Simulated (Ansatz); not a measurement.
## C: single point with PBE

Crystal: C.

```
CELL_PARAMETERS angstrom
2.21241 -1.27741 0.00000
2.21241 1.27741 0.00000
-1.43423 0.00000 3.50283
ATOMIC_POSITIONS crystal
C 0.16664 0.16664 0.99991
C 0.83336 0.83336 0.00009
```

The cell isn't the ideal one: strained by +4 %.

```json
{
  "Program": "Ansatz 0.2.0",
  "Task": "single point",
  "Functional": "PBE",
  "Potentials or basis": "Ansatz PAW",
  "Cutoff": "420 eV (not typed: the program's choice for these potentials)",
  "k mesh": "13 × 13 × 8",
  "Occupations": "fermi-dirac, width 0.05 eV",
  "Spin": "no spin polarisation"
}
```

```
Pressure               : -23.2 GPa
Band gap on the k mesh : 0.75 eV, indirect (least direct gap 0.76 eV)
```

Stress tensor (GPa, compression positive):
```
-35.90   0.00  -0.03
  0.00 -35.98   0.00
 -0.03   0.00   2.23
```

Levels at points of the mesh, in eV from the valence-band top:
```
            k point  band 1  band 2  band 3  band 4  band 5  band 6  band 7  band 8
 (0.00, 0.00, 0.00)  -18.48   -5.75   -2.74   -2.74    4.65    7.99    8.00   10.42
(0.00, 0.00, -0.50)  -18.26   -7.38   -2.76   -2.76    7.95    7.96   10.21   10.41
```

Wall time 1.5 s on 2 threads of Arm Neoverse V2, with other jobs on the host, peak memory 0.32 GiB.

Caveat: odd divisions of the mesh miss points on the zone boundary, where band edges often lie, so the gap on the mesh can be too wide; the pressure holds a Pulay correction of +0.5 GPa for the finite cutoff; this functional lacks dispersion, which binds the layers, so the pressure and a relaxed spacing across them are unreliable. A k mesh can miss the band edges.
